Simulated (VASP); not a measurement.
Sc, 3 atoms in the cell. It takes space group P6/mmm (No. 191, hexagonal). The conventional cell has a = 5.043 Å, b = 5.043 Å, c = 3.193 Å, α = 90.00°, β = 90.00°, γ = 120.00°. Sc (site symmetry 6/mmm) is surrounded by 14 Sc at 3.19 to 3.32 Å. Sc (site symmetry -6m2) is surrounded by 11 Sc at 2.91 to 3.32 Å. The cell was built by a generator and needn't be a form met in nature.

```yaml
Program: VASP 6.6.1
Task: single point
Functional: PBEsol
Potentials_or_basis: VASP PAW PBE potentials, release 64 (Sc_sv)
Cutoff: 520 eV
k_mesh: 12 × 12 × 14
Occupations: gaussian, width 0.1 eV
Spin: no spin polarisation
Dipole_correction: no
Further_INCAR_settings: ALGO = Fast; EDIFF = 1e-06; NBANDS = 24
```

Potentials or basis: VASP PAW PBE potentials, release 64 (Sc_sv).

Command:

```bash
$ cat potpaw_PBE.64/Sc_sv/POTCAR > POTCAR
$ mpirun -np 1 vasp_std > vasp.out
```

Hardware: 1 thread of Intel(R) Xeon(R) Platinum 8488C (Sapphire Rapids) (shared host).

Task: How long does it take, and how much memory?

Result: Wall time 2.9 min on 1 thread of Intel(R) Xeon(R) Platinum 8488C (Sapphire Rapids) (shared host), peak memory 0.32 GiB. Counts: scf iterations 17, k points 152.
